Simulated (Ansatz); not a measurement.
## Relaxation of Ni₃Ge

Theory: DFT r2SCAN, scalar-relativistic, plane waves, PAW (Ansatz 0.2.0). (500 eV cutoff, 12×12×12 k-mesh, Gaussian smearing of 0.10 eV, no spin polarisation)

What was changed: relaxed at -3 GPa.

Command:

```bash
ansatz run input.yaml --threads 1 --pin off --max-ram 2560MiB --backend cpu --events-out ev --progress --plain --runs-dir out
```

Input:

```yaml
crystal:
  lattice:
    - [3.5661015946, 0.0, 0.0]
    - [0.0, 3.5661015946, 0.0]
    - [0.0, 0.0, 3.5661015946]
  atoms:
    - { symbol: Ni, position: [0.5, 0.0, 0.5] }
    - { symbol: Ni, position: [0.0, 0.5, 0.5] }
    - { symbol: Ni, position: [0.5, 0.5, 0.0] }
    - { symbol: Ge, position: [0.0, 0.0, 0.0] }
basis:
  ecutwfc: 500
kpoints:
  mp_grid: { grid: [12, 12, 12] }
hamiltonian:
  xc: r2scan
scf:
  occupations: { method: gaussian, width: 0.1 }
output:
  forces: true
  stress: true
  eigenvalues: true
relax:
  adjacent_minimum: "off"
  f_tol: 0.008
  max_steps: 50
  cell: { stress_tol: 0.08, p_target: -3.0 }
```

F is the free energy. Steps run on the plane waves of an earlier cell, but the last one, and at times one on the way, on a freshly chosen basis, so a repeated geometry can differ a little in energy. The relaxation lowers the enthalpy F + PV at the target pressure, so F itself can rise.

Steps:

```json
{"step": "1", "F − F(1) (eV)": "0.0000", "largest force component (eV/Å)": "0.000", "V (Å³/atom)": "11.338", "P (GPa)": "-5.67"}
{"step": "2", "F − F(1) (eV)": "-0.0114", "largest force component (eV/Å)": "0.000", "V (Å³/atom)": "11.247", "P (GPa)": "-4.14"}
{"step": "3", "F − F(1) (eV)": "-0.0176", "largest force component (eV/Å)": "0.000", "V (Å³/atom)": "11.181", "P (GPa)": "-2.97"}
{"step": "4", "F − F(1) (eV)": "-0.0170", "largest force component (eV/Å)": "0.000", "V (Å³/atom)": "11.181", "P (GPa)": "-2.98"}
```

Relaxed structure:

```xyz
4
Lattice="3.5496 0.0000 0.0000 0.0000 3.5496 0.0000 0.0000 0.0000 3.5496" Properties=species:S:1:pos:R:3 pbc="T T T"
Ni    1.7748    0.0000    1.7748
Ni    0.0000    1.7748    1.7748
Ni    1.7748    1.7748    0.0000
Ge    0.0000    0.0000    0.0000
```

The structure is cubic, space group Pm-3m (No. 221). The conventional cell has a = 3.550 Å, b = 3.550 Å, c = 3.550 Å, α = 90.00°, β = 90.00°, γ = 90.00°. Ni (site symmetry 4/mmm) is surrounded by 8 Ni at 2.51 Å and 4 Ge at 2.51 Å. Ge (site symmetry m-3m) is surrounded by 12 Ni at 2.51 Å.

The run converged. Time: 90 s on 1 thread of Arm Neoverse V2 (shared host), peak memory 0.52 GiB.